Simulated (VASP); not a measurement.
A run of VASP 6.6.1 is set up as follows.

Contents of INCAR:

```
SYSTEM = Pd
PREC = Accurate
ENCUT = 400
EDIFF = 1E-6
ISMEAR = 1
SIGMA = 0.1
LREAL = Auto
LASPH = .TRUE.
NELM = 80
ALGO = Normal
ISIF = 2
LWAVE = .FALSE.
LCHARG = .FALSE.
GGA = RP
IVDW = 12
NBANDS = 94
ISYM = 0
KPAR = 4
```

The input KPOINTS:

```
Automatic mesh
0
G
  6 6 1
  0 0 0
```

The input POSCAR:

```
Pd                                      
1.0
    5.5012907576      0.0000000000      0.0000000000
    2.7506453788      4.7642575497      0.0000000000
    0.0000000000      0.0000000000     23.2376776414
  Pd            
    16
Selective dynamics
Direct
     0.0000000000000000    0.0000000000000000    0.1075839005000034   F   F   F
     0.5000000000000000    0.0000000000000000    0.1075839005000034   F   F   F
     0.0000000000000000    0.5000000000000000    0.1075839005000034   F   F   F
     0.5000000000000000    0.5000000000000000    0.1075839005000034   F   F   F
     0.1666666667000030    0.1666666667000030    0.2042326527000000   F   F   F
     0.6666666667000030    0.1666666667000030    0.2042326527000000   F   F   F
     0.1666666667000030    0.6666666667000030    0.2042326527000000   F   F   F
     0.6666666667000030    0.6666666667000030    0.2042326527000000   F   F   F
     0.8333333315112117    0.3333333330832043    0.3004269887803841   T   T   T
     0.3333333293467703    0.3333333291375395    0.3004269874241051   T   T   T
     0.8333333291891510    0.8333333286916105    0.3004269876631512   T   T   T
     0.3333333330945965    0.8333333318156751    0.3004269870401732   T   T   T
     0.0000000028692383    0.0000000035270699    0.3978890658754789   T   T   T
     0.5000000033873437    0.0000000025263058    0.3978890470072652   T   T   T
     0.0000000021697994    0.5000000030915305    0.3978890527687869   T   T   T
     0.5000000038621476    0.5000000027151505    0.3978890555399427   T   T   T
```

Potentials or basis: VASP PAW PBE potentials, release 64 (Pd).

Command:

```bash
$ cat potpaw_PBE.64/Pd/POTCAR > POTCAR
$ mpirun -np 4 vasp_std > vasp.out
```

Task: What does it give for the band gap on the k mesh?

Result: None (metal or under the smearing width).

Task: Predict the largest force.

Result: 1.108 eV/Å.

Task: Estimate the dispersion energy per atom.

Result: -2.919 eV.

Forces on the atoms (eV/Å):
```
Pd   0.000  0.000  0.997
Pd   0.000  0.000  0.997
Pd   0.000  0.000  0.997
Pd   0.000  0.000  0.997
Pd   0.000  0.000  0.172
Pd   0.000  0.000  0.172
Pd   0.000  0.000  0.172
Pd   0.000  0.000  0.172
Pd   0.000  0.000 -0.061
Pd   0.000  0.000 -0.061
Pd   0.000  0.000 -0.061
Pd   0.000  0.000 -0.061
Pd   0.000  0.000 -1.108
Pd   0.000  0.000 -1.108
Pd   0.000  0.000 -1.108
Pd   0.000  0.000 -1.108
```

Caveat: the PAW data sets were made with another functional, which shifts forces and pressure a little.
